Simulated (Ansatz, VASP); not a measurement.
# One calculation of Se, two programs

```
Se
1.0
     0.00000    2.07091    2.07091
     2.07091    0.00000    2.07091
     2.07091    2.07091    0.00000
Se
1
Direct
  0.00000 0.00000 0.00000
```

Alike in both runs: task single point; functional PBEsol; k mesh 14 × 14 × 14; occupations fermi-dirac, width 0.1 eV; no spin polarisation.

|  | VASP | Ansatz |
| --- | --- | --- |
| version | VASP 6.6.1 | Ansatz 0.2.0 |
| potentials or method | VASP PAW PBE potentials, release 64 (Se) | plane waves (420 eV) with PAW, scalar-relativistic |
| plane-wave cutoff (eV) | 520 | 420 |
| valence electrons in the cell | 6 | 16 |

VASP gave:

| Quantity | Value |
| --- | --- |
| pressure (GPa) | 8.0 |

Question: Estimate Ansatz's values.

Answer: Pressure (GPa): 7.9.

The two sets of potentials don't hold the same shells in valence. Ansatz warned: «pseudo_functional_mismatch».

Caveats: the PAW data sets were made with another functional, which shifts forces and pressure a little (VASP).
